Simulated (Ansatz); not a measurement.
# BaS (Fm-3m) in Ansatz: settings compared

The runs below take BaS through relaxation of cell and atoms, with revPBE+D3(BJ), revPBE+D4.

All numbers are computed with Ansatz 0.2.0; they aren't measurements. Logs are shortened: lines on timing, memory, paths and dates and some standing lists are left out, and cuts for length are marked.

## 1. The crystal as given

The structure is cubic, space group Fm-3m (No. 225). Conventional cell: a = 6.388 Å, b = 6.388 Å, c = 6.388 Å, α = 90.00°, β = 90.00°, γ = 90.00°. Ba (site symmetry m-3m) has 6 S at 3.19 Å as nearest neighbours. S (site symmetry m-3m) has 6 Ba at 3.19 Å as nearest neighbours.

## 2. Relaxation of cell and atoms, revPBE+D3(BJ)

Contents of input.yaml:

```yaml
crystal:
  lattice:
    - [0.0, 3.19375, 3.19375]
    - [3.19375, 0.0, 3.19375]
    - [3.19375, 3.19375, 0.0]
  atoms:
    - { symbol: Ba, position: [0.0, 0.0, 0.0] }
    - { symbol: S, position: [0.5, 0.5, 0.5] }
hamiltonian:
  xc: revpbe
  pseudopotentials: { kind: paw }
  dispersion: d3bj
kpoints:
  mp_grid: { grid: [7, 7, 7] }
scf:
  occupations: { method: fermi_dirac, width: 0.05 }
output:
  forces: true
  stress: true
  write_density: true
  write_potential: true
  elf: true
  volumetric_format: npy
relax:
  f_tol: 0.01
  max_steps: 40
  cell: { stress_tol: 0.05 }
```

Potentials or basis: Ansatz PAW.

Launch:

```sh
$ ansatz run input.yaml --threads 2 --pin off --max-ram 5632MiB --backend cpu --events-out ev --progress --plain --runs-dir out
```

The program printed:

```text
Warning: RAYON_NUM_THREADS=2 ignored (pool sized by the plan → 2); use --threads N
Engine: ansatz 0.2.0, x86_64-unknown-linux-gnu
Pseudopotentials: kind: paw
Pseudopotential: Ba, paw, valence charge 10, recommended cutoff 420 eV (normal), Ba.paw.azcp
Pseudopotential: S, paw, valence charge 6, recommended cutoff 420 eV (normal), S.paw.azcp
Functional definition: revPBE
  parameter kappa = 1.245
  parameter beta = 0.06672455060314922
  exchange = pbe_x(kappa = kappa, mu = beta*pi^2/3)
  correlation = pbe_c(beta = beta)
Crystal: 2 atoms, lattice volume = 65.153 Å³
Basis set: ecut = 420 eV, 1243 PW (Γ), exchange–correlation on 64×64×64 points (8 copies of the dense FFT grid, shifted against one another)
Bands: 12, of which v1, the nominal top of the filled ones, is band 8 counted from 1 (7 counted from 0)
Symmetry: 48 space group operations
Space group: Fm-3m (ITA 225), of the structure as read, at distance tolerance 4.0e-5 Å
k-points: 20 of 343
Non-local potential: Ba, projectors of the file, l = 0: 3, l = 1: 2, l = 2: 2, l = 3: 2
Non-local potential: S, projectors of the file, l = 0: 2, l = 1: 2, l = 2: 2
PAW form: soft (Blöchl's): semilocal exchange-correlation on the pseudo side does not see the compensation charge
PAW frozen core: Ba, regenerated for the run's functional, and the local potential with it (the file was generated under x = pbe(κ = 0.804, μ = 0.2195149727645171), c = pbe(β = 0.06672455060314922))
PAW frozen core: S, regenerated for the run's functional, and the local potential with it (the file was generated under x = pbe(κ = 0.804, μ = 0.2195149727645171), c = pbe(β = 0.06672455060314922))
PAW one-centre angular grid: Ba, 194 points (default); XC on 64 Gauss nodes
PAW one-centre angular grid: S, 110 points (default); XC on 64 Gauss nodes
Initial density: superposition of atomic densities (neutral atoms: chi_scale 0, normalization atom), corrected by the library's trained network
Initial wavefunctions: pseudopotential atomic-orbital guess
Functional: x = revpbe(κ = 1.245, μ = 0.2195149727645171), c = pbe(β = 0.06672455060314922)
SCF iter   1: F=—  HF=-6866.164015 eV  |F-HF|=—  |Δ(HF+E_count)|=         —  Δρ=1.23e-3  dr2=7.51e-4  ethr=1.77e-3  ⟨swp⟩=9.3  Hψ=2001  notcnv=0
preconditioner: auto → none  [insulator: Δε(μ)=2.364 eV  Ē_g=12.027 eV  σ=0.050 eV  W_gap=1.00  n_scr=14 (ndim 8)  ℏωp=17.2 eV  f_vac=0.000  D(μ)=0.00/eV (n_scr^D=0)  ε∞_Penn≈3.0]
SCF iter   2: F=—  HF=-6866.164229 eV  |F-HF|=—  |Δ(HF+E_count)|=   2.15e-4  Δρ=6.84e-4  dr2=2.11e-4  ethr=4.69e-6  ⟨swp⟩=2.2  Hψ=538  notcnv=0
SCF iter   3: F=—  HF=-6866.164340 eV  |F-HF|=—  |Δ(HF+E_count)|=   1.10e-4  Δρ=3.67e-4  dr2=1.85e-4  ethr=1.32e-6  ⟨swp⟩=2.5  Hψ=371  notcnv=0
SCF iter   4: F=—  HF=-6866.164307 eV  |F-HF|=—  |Δ(HF+E_count)|=   3.29e-5  Δρ=1.06e-4  dr2=1.64e-5  ethr=1.16e-6  ⟨swp⟩=2.0  Hψ=297  notcnv=0
SCF iter   5: F=—  HF=-6866.164296 eV  |F-HF|=—  |Δ(HF+E_count)|=   1.07e-5  Δρ=1.31e-5  dr2=1.35e-7  ethr=1.02e-7  ⟨swp⟩=2.0  Hψ=316  notcnv=0
SCF iter   6: F=-6866.164296 eV  HF=-6866.164296 eV  |F-HF|=9.70e-10  |Δ(HF+E_count)|=   7.28e-8  Δρ=1.10e-6  dr2=1.46e-9  ethr=6.25e-10  ⟨swp⟩=8.4  Hψ=1403  notcnv=0
SCF 1 converged in 6 iterations: F = -6866.164296 eV  dr2 = 1.46e-9
relax step   1: F+E_penalty+E_count = -6866.16429629 eV  Δ(F+E_penalty+E_count) = +0.000e0 eV  max|allowed force component| = 2.925e-30 eV/Å  Δτ_max = 0.0000 Å  P = -0.567 GPa  Ω = 65.153 Å³  (6 SCF iters, dr2 threshold 1.00e-7 eV, accepted)
Crystal: 2 atoms, lattice volume = 64.068 Å³
Initial density: handed on by an earlier stage of this run
Initial wavefunctions: those handed on with the density
iter 1 solved again at ethr=8.66e-7 eV; its pass at ethr=3.10e-3 eV (dr2=1.38e-4 eV) is discarded
SCF iter   1: F=—  HF=-6866.165702 eV  |F-HF|=—  |Δ(HF+E_count)|=         —  Δρ=3.17e-4  dr2=1.19e-4  ethr=8.66e-7  ⟨swp⟩=2.1  Hψ=2102  notcnv=0
preconditioner: auto → none  [insulator: Δε(μ)=2.335 eV  Ē_g=12.059 eV  σ=0.050 eV  W_gap=1.00  n_scr=14 (ndim 8)  ℏωp=17.4 eV  f_vac=0.000  D(μ)=0.00/eV (n_scr^D=0)  ε∞_Penn≈3.1]
SCF iter   2: F=—  HF=-6866.165741 eV  |F-HF|=—  |Δ(HF+E_count)|=   3.88e-5  Δρ=2.00e-4  dr2=3.47e-5  ethr=7.42e-7  ⟨swp⟩=3.0  Hψ=397  notcnv=0
SCF iter   3: F=—  HF=-6866.165765 eV  |F-HF|=—  |Δ(HF+E_count)|=   2.38e-5  Δρ=9.18e-5  dr2=6.17e-6  ethr=2.17e-7  ⟨swp⟩=2.0  Hψ=300  notcnv=0
SCF iter   4: F=-6866.165778 eV  HF=-6866.165778 eV  |F-HF|=3.53e-7  |Δ(HF+E_count)|=   1.34e-5  Δρ=1.39e-5  dr2=1.74e-7  ethr=1.25e-9  ⟨swp⟩=7.0  Hψ=1637  notcnv=0
SCF 2 converged in 4 iterations: F = -6866.165778 eV  dr2 = 1.74e-7
relax step   2: F+E_penalty+E_count = -6866.16577839 eV  Δ(F+E_penalty+E_count) = -1.482e-3 eV  max|allowed force component| = 1.676e-30 eV/Å  Δτ_max = 0.0000 Å  P = +0.145 GPa  Ω = 64.068 Å³  energy of the carried Pulay correction = +1.322e-5 eV  (4 SCF iters, dr2 threshold 2.00e-7 eV, accepted)
Crystal: 2 atoms, lattice volume = 64.285 Å³
iter 1 solved again at ethr=3.91e-8 eV; its pass at ethr=3.10e-3 eV (dr2=6.25e-6 eV) is discarded
SCF iter   1: F=—  HF=-6866.165873 eV  |F-HF|=—  |Δ(HF+E_count)|=         —  Δρ=6.04e-5  dr2=4.80e-6  ethr=3.91e-8  ⟨swp⟩=2.1  Hψ=2054  notcnv=0
preconditioner: auto → none  [insulator: Δε(μ)=2.356 eV  Ē_g=12.058 eV  σ=0.050 eV  W_gap=1.00  n_scr=14 (ndim 8)  ℏωp=17.3 eV  f_vac=0.000  D(μ)=0.00/eV (n_scr^D=0)  ε∞_Penn≈3.1]
SCF iter   2: F=—  HF=-6866.165870 eV  |F-HF|=—  |Δ(HF+E_count)|=   3.51e-6  Δρ=3.88e-5  dr2=1.21e-6  ethr=3.00e-8  ⟨swp⟩=2.9  Hψ=390  notcnv=0
SCF iter   3: F=—  HF=-6866.165870 eV  |F-HF|=—  |Δ(HF+E_count)|=   3.50e-7  Δρ=1.66e-5  dr2=1.93e-7  ethr=7.57e-9  ⟨swp⟩=2.0  Hψ=300  notcnv=0
SCF iter   4: F=-6866.165871 eV  HF=-6866.165871 eV  |F-HF|=4.31e-8  |Δ(HF+E_count)|=   2.40e-7  Δρ=6.49e-6  dr2=3.67e-8  ethr=3.27e-10  ⟨swp⟩=8.0  Hψ=1322  notcnv=0
SCF 3 converged in 4 iterations: F = -6866.165871 eV  dr2 = 3.67e-8
relax step   3: F+E_penalty+E_count = -6866.16587062 eV  Δ(F+E_penalty+E_count) = -9.224e-5 eV  max|allowed force component| = 1.356e-30 eV/Å  Δτ_max = 0.0000 Å  P = -0.004 GPa  Ω = 64.285 Å³  energy of the carried Pulay correction = +1.055e-5 eV  (4 SCF iters, dr2 threshold 5.23e-8 eV, accepted)
Initial wavefunctions: pseudopotential atomic-orbital guess (no wavefunctions were taken with the density)
iter 1 solved again at ethr=1.29e-6 eV; its pass at ethr=3.10e-3 eV (dr2=2.06e-4 eV) is discarded
SCF iter   1: F=—  HF=-6866.165863 eV  |F-HF|=—  |Δ(HF+E_count)|=         —  Δρ=6.90e-6  dr2=3.91e-8  ethr=1.29e-6  ⟨swp⟩=2.2  Hψ=2557  notcnv=0
eigensolver tolerance schedule: the retry pair's looser diagonalisation over-reported the residual by 5280.28 of it (diagonalisation noise at an unbounded share of the residual, at the tolerance the schedule requests for it); recorded, not acted on — ethr = c·dr2/N_el stays at c = 1.0e-1
preconditioner: auto → none  [insulator: Δε(μ)=2.354 eV  Ē_g=12.057 eV  σ=0.050 eV  W_gap=1.00  n_scr=14 (ndim 8)  ℏωp=17.3 eV  f_vac=0.000  D(μ)=0.00/eV (n_scr^D=0)  ε∞_Penn≈3.1]
SCF iter   2: F=—  HF=-6866.165859 eV  |F-HF|=—  |Δ(HF+E_count)|=   3.59e-6  Δρ=4.60e-6  dr2=1.67e-8  ethr=2.44e-10  ⟨swp⟩=3.0  Hψ=503  notcnv=0
SCF iter   3: F=—  HF=-6866.165859 eV  |F-HF|=—  |Δ(HF+E_count)|=   1.90e-8  Δρ=2.11e-6  dr2=3.86e-9  ethr=1.04e-10  ⟨swp⟩=2.1  Hψ=359  notcnv=0
SCF iter   4: F=—  HF=-6866.165859 eV  |F-HF|=—  |Δ(HF+E_count)|=   3.25e-9  Δρ=3.54e-7  dr2=1.08e-10  ethr=2.42e-11  ⟨swp⟩=2.8  Hψ=375  notcnv=0
SCF iter   5: F=-6866.165859 eV  HF=-6866.165859 eV  |F-HF|=1.09e-11  |Δ(HF+E_count)|=  2.55e-10  Δρ=1.13e-7  dr2=5.66e-12  ethr=1.00e-12  ⟨swp⟩=7.1  Hψ=1376  notcnv=0
SCF 4 converged in 5 iterations: F = -6866.165859 eV  dr2 = 5.66e-12
relax step   4: F+E_penalty+E_count = -6866.16585931 eV  Δ(F+E_penalty+E_count) = +1.131e-5 eV  max|allowed force component| = 2.827e-30 eV/Å  Δτ_max = 0.0000 Å  P = -0.004 GPa  Ω = 64.285 Å³  stress off target by 3.86e-3 GPa  SCF on the basis re-selected at this cell (its energy is not comparable with the rows above)  (5 SCF iters)
basis re-selected at this cell: Δ(F+E_penalty+E_count) = +1.131e-5 eV, ΔP = +0.000 GPa vs the last step (what re-selecting the basis moved, of the pressure what is left beyond the Pulay correction that the steps carried, after the strain that the cell walked since its last selection, with what the two solves' SCF thresholds leave and, on support functions, any second-order correction that the steps lacked; it is no measure of the basis error at this ecutwfc). This SCF's stress stands 3.86e-3 GPa from its target on what of the cell is left free (relax.cell.stress_tol is 5.00e-2 GPa) and its largest allowed force component is 2.83e-30 eV/Å (relax.f_tol is 1.00e-2 eV/Å): within both
SCF converged after 5 iterations
Free energy (F): -6866.165859 eV
Harris-Foulkes:  -6866.165859 eV  (|F-HF|=1.09e-11)
Internal energy: -6866.165859 eV  (E = F + TS)
E sigma→0 (E₀):  -6866.165859 eV
Fermi energy:    7.187392 eV
--- Per-component energies (eV) ---
  E_band       = -47.419484
  E_kinetic    = 277.264248
  E_local      = -396.949242  (includes V_loc(G=0)·N_el)
  E_nonlocal   = 84.478945
  E_hartree    = 126.561379
  E_xc         = -267.478419
  E_vxc        = -225.314744  (∫ρ·V_xc dr)
  E_paw        = -5834.946649  (= ΣΔE_a)
  E_vpaw       = -40.021456  (= ΣTr[D̂ρ^β])
  E_aug_tail   = -0.000000  (compensation charges beyond the density's cutoff)
  E_ewald      = -854.044242
  E_disp       = -0.989215  (pairwise vdW)
  E_core_change = -0.062666  (= ΣΔE_core)
  E_smearing   = -0.000000  (= −TS)
  E_closure    = 0.000000  (closes the sum)
  Σ components = -6866.165859   (vs F -6866.165859, Δ=0.00e0)
--- Forces (eV/Å), atoms counted from 1 ---
  atom   1  Ba    -0.00000000     0.00000000    -0.00000000
  atom   2  S      0.00000000    -0.00000000    -0.00000000
  max |Σ_I F_I| component: 4.86e-30 eV/Å
--- Stress (GPa, compression-positive) ---
       -0.003859      -0.000000      -0.000000
       -0.000000      -0.003859      -0.000000
       -0.000000       0.000000      -0.003859
  P = ⅓ Tr σ = -0.0039 GPa (-0.039 kbar)
--- Band table (eV; the first three rows and the last of 20) ---
  k-point 0: bands = ["-19.9184", "-4.9862", "-4.9862", "-4.9862", "-4.2930", "6.0017", "6.0017", "6.0017", "9.9327", "10.0481", "10.0481", "10.0481"]
  k-point 1: bands = ["-19.9095", "-5.3840", "-4.9935", "-4.9935", "-3.8789", "5.5295", "5.7554", "5.7554", "10.0498", "10.3361", "10.3361", "10.6557"]
  k-point 2: bands = ["-19.8895", "-5.8697", "-5.0096", "-5.0096", "-3.3541", "4.7381", "5.3080", "5.3080", "10.3634", "11.1360", "11.1360", "12.0162"]
  k-point 19: bands = ["-19.8577", "-5.6644", "-5.3587", "-5.2087", "-3.5911", "4.9240", "5.4915", "5.5780", "10.0617", "10.9463", "12.5896", "13.1978"]
--- Relaxed structure (3 steps of the walk, 3 accepted, 1 SCFs on fresh bases) ---
  F+E_penalty+E_count = -6866.16585931 eV   max|allowed force component| = 2.827e-30 eV/Å   (the final SCF, on the basis selected at the relaxed cell)
  cell:  # Å, volume = 64.2854 Å³
    - [-6.114446439474708e-34, 3.17951470264557, 3.17951470264557]
    - [3.17951470264557, 1.6559959106910661e-34, 3.17951470264557]
    - [3.17951470264557, 3.17951470264557, -3.4393761222045238e-34]
  atoms:
    - { symbol: Ba, position: [5.9674933045328555e-36, -6.281571899507229e-36, -5.967493304533176e-36] }
    - { symbol: S, position: [0.5, 0.5, 0.5] }
```

It took 2.3 s on 2 threads of Intel Xeon Platinum 8488C (Sapphire Rapids), shared host; peak memory 0.41 GiB.

What came out:

```
Free energy                            : -6866.1659 eV
Relaxed volume                         : 32.14 Å³/atom
Relaxed cell                           : a = 4.497 Å, b = 4.497 Å, c = 4.497 Å, α = 60.00°, β = 60.00°, γ = 60.00°
Space group after relaxing (to 0.05 Å) : Fm-3m (No. 225)
Energy gained by relaxing              : 0.8 meV/atom
Ionic steps                            : 4
Pressure after relaxing                : 0.0 GPa
Band gap on the k mesh                 : 2.35 eV, indirect (least direct gap 2.46 eV)
```

Step by step:
```csv
step,energy change (eV),largest force (eV/Å),volume (Å³)
1,0.0000,0.0000,65.15
2,-0.0015,0.0000,64.07
3,-0.0016,0.0000,64.29
4,-0.0016,0.0000,64.29
```

Final structure:
```yaml
crystal:
  lattice:
    - [0.00000, 3.17951, 3.17951]
    - [3.17951, 0.00000, 3.17951]
    - [3.17951, 3.17951, 0.00000]
  atoms:
    - { symbol: Ba, position: [0.00000, 0.00000, 0.00000] }
    - { symbol: S, position: [0.50000, 0.50000, 0.50000] }
```

Levels at points of the mesh, in eV from the valence-band top:
```tsv
k point	band 6	band 7	band 8	band 9	band 10	band 11
(0.00, 0.00, 0.00)	0.00	0.00	0.00	3.93	4.05	4.05
```

Caveat: odd divisions of the mesh miss points on the zone boundary, where band edges often lie, so the gap on the mesh can be too wide; the plane-wave basis is chosen anew once the cell has moved, so the energies of steps on either side of that aren't comparable; spin-orbit coupling is left out, which moves the levels of the heavy elements; the PAW data sets come from PBE, with cores solved anew for the run's functional, which leaves a small shift of forces and pressure.

## 3. Relaxation of cell and atoms, revPBE+D4

input.yaml, as its differences from that of step 2:

```diff
@@ -11,3 +11,3 @@
   pseudopotentials: { kind: paw }
-  dispersion: d3bj
+  dispersion: d4
 kpoints:
```

Potentials or basis: Ansatz PAW.

Launch:

```sh
$ ansatz run input.yaml --threads 2 --pin off --max-ram 5632MiB --backend cpu --events-out ev --progress --plain --runs-dir out
```

It took 1.7 s on 2 threads of Intel Xeon Platinum 8488C (Sapphire Rapids), shared host; peak memory 0.4 GiB.

Results (log left out):

```
Free energy                            : -6865.8497 eV
Relaxed volume                         : 32.72 Å³/atom
Relaxed cell                           : a = 4.523 Å, b = 4.523 Å, c = 4.523 Å, α = 60.00°, β = 60.00°, γ = 60.00°
Space group after relaxing (to 0.05 Å) : Fm-3m (No. 225)
Energy gained by relaxing              : 0.1 meV/atom
Ionic steps                            : 3
Pressure after relaxing                : 0.0 GPa
Band gap on the k mesh                 : 2.38 eV, indirect (least direct gap 2.50 eV)
```

Step by step:
| step | energy change (eV) | largest force (eV/Å) | volume (Å³) |
| --- | --- | --- | --- |
| 1 | 0.0000 | 0.0000 | 65.15 |
| 2 | -0.0001 | 0.0000 | 65.44 |
| 3 | -0.0001 | 0.0000 | 65.44 |

Final structure:
```
Ba S
1.0
     0.00000    3.19844    3.19844
     3.19844    0.00000    3.19844
     3.19844    3.19844    0.00000
Ba S
1 1
Direct
  0.00000 0.00000 0.00000
  0.50000 0.50000 0.50000
```

Levels at points of the mesh, in eV from the valence-band top:
```
           k point  band 5  band 6  band 7  band 8  band 9  band 10  band 11  band 12
(0.00, 0.00, 0.00)  -10.27    0.00    0.00    0.00    3.84     4.04     4.04     4.04
```

Caveat: odd divisions of the mesh miss points on the zone boundary, where band edges often lie, so the gap on the mesh can be too wide; the plane-wave basis is chosen anew once the cell has moved, so the energies of steps on either side of that aren't comparable; spin-orbit coupling is left out, which moves the levels of the heavy elements; the PAW data sets come from PBE, with cores solved anew for the run's functional, which leaves a small shift of forces and pressure.
